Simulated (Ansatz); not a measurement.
Runs of Ansatz 0.2.0 on I. Symmetry: Cmce, No. 64, orthorhombic system. The conventional cell has a = 7.270 Å, b = 4.790 Å, c = 9.793 Å, α = 90.00°, β = 90.00°, γ = 90.00°. Around I (site symmetry m) lie 1 I at 2.68 Å. 

| task | potentials or basis | k mesh | cutoff (eV) | smearing | basis error allowed | gap on the mesh (eV) | pressure (GPa) | largest force (eV/Å) |
| --- | --- | --- | --- | --- | --- | --- | --- | --- |
| band structure | all-electron LAPW, scalar-relativistic | 5 × 5 × 2 | 253 | fermi-dirac 0.05 eV | 0.002 eV/atom | 1.30 | 0.1 | (a) |
| dielectric tensor | all-electron PAW datasets made for the crystal | 7 × 7 × 3 | 160 | fixed | - | 1.29 | - | - |
| single point | all-electron LAPW, scalar-relativistic | 7 × 7 × 3 | 275 | fermi-dirac 0.05 eV | 0.001 eV/atom | 1.29 | 0.1 | 0.76 |
| phonons | all-electron LAPW, scalar-relativistic | 7 × 7 × 3 | 275 | fermi-dirac 0.05 eV | 0.002 eV/atom | 1.29 | - | 0.76 |

Alike in all rows: level PBEsol; no spin polarisation; cell as given.

Task: Fill in the values left out.

Result: (a) 0.75.

Caveats: spin-orbit coupling is left out, which moves the levels of the heavy elements; an odd mesh through Γ misses points on the zone boundary, where band edges often lie (some runs); some modes are imaginary (some runs).

A k mesh can miss the band edges, and the runs leave out spin-orbit coupling on I.

Not every run made on this cell is shown here.
